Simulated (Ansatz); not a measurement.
# AgI: the cost of one run

Method: DFT PBEsol, scalar-relativistic, plane waves, PAW, in Ansatz 0.2.0.

The COD entry's cell or inner coordinates are ideal or old and differ from later refinements, so a difference from it is no clean test against experiment.

3 further runs of the same task are left out: 3 set aside as unsound or not needed.

**1. The starting structure**

The structure is cubic, space group F-43m (No. 216). Conventional cell: a = 6.450 Å, b = 6.450 Å, c = 6.450 Å, α = 90.00°, β = 90.00°, γ = 90.00°. Ag (site symmetry -43m) has 4 I at 2.79 Å as nearest neighbours. I (site symmetry -43m) is surrounded by 4 Ag at 2.79 Å.

Structure file:

```cif
data_structure
_symmetry_space_group_name_H-M 'F-43m'
_symmetry_Int_Tables_number 216
_cell_length_a 6.4497
_cell_length_b 6.4497
_cell_length_c 6.4497
_cell_angle_alpha 90.000
_cell_angle_beta 90.000
_cell_angle_gamma 90.000
_cell_volume 268.30
loop_
_atom_site_label
_atom_site_type_symbol
_atom_site_symmetry_multiplicity
_atom_site_Wyckoff_symbol
_atom_site_fract_x
_atom_site_fract_y
_atom_site_fract_z
_atom_site_occupancy
Ag1 Ag 4 a 0.00000 0.00000 0.00000 1
I1 I 4 c 0.25000 0.25000 0.25000 1
```

This cell comes from an earlier session at PBEsol: 33.538 Å³/atom at 0.01 GPa, on a 10×10×10 mesh, mesh gap 1.20 eV.

**2. Formal polarisation by the Berry phase**

input.yaml reads:

```yaml
crystal:
  lattice:
    - [0.0, 3.2248568826, 3.2248568826]
    - [3.2248568826, 0.0, 3.2248568826]
    - [3.2248568826, 3.2248568826, 0.0]
  atoms:
    - { symbol: Ag, position: [0.0, 0.0, 0.0] }
    - { symbol: I, position: [0.75, 0.75, 0.75] }
basis:
  ecutwfc: 420
  ecutrho_ratio: 4
kpoints:
  mp_grid: { grid: [10, 10, 10] }
hamiltonian:
  xc: pbesol
scf:
  occupations: { method: fixed }
  convergence: { dr2_threshold: 1.0e-11 }
output:
  forces: true
  stress: true
  eigenvalues: true
  polarization: {}
```

The run is started by

```console
ansatz run input.yaml --threads 4 --pin off --max-ram 9216MiB --backend cpu --events-out ev --progress --plain --runs-dir out
```

**Question.** How long does this run take on 4 threads of Arm Neoverse V1, shared host, and how much memory does it need?

About 8.4 s, with a peak of 0.76 GiB.
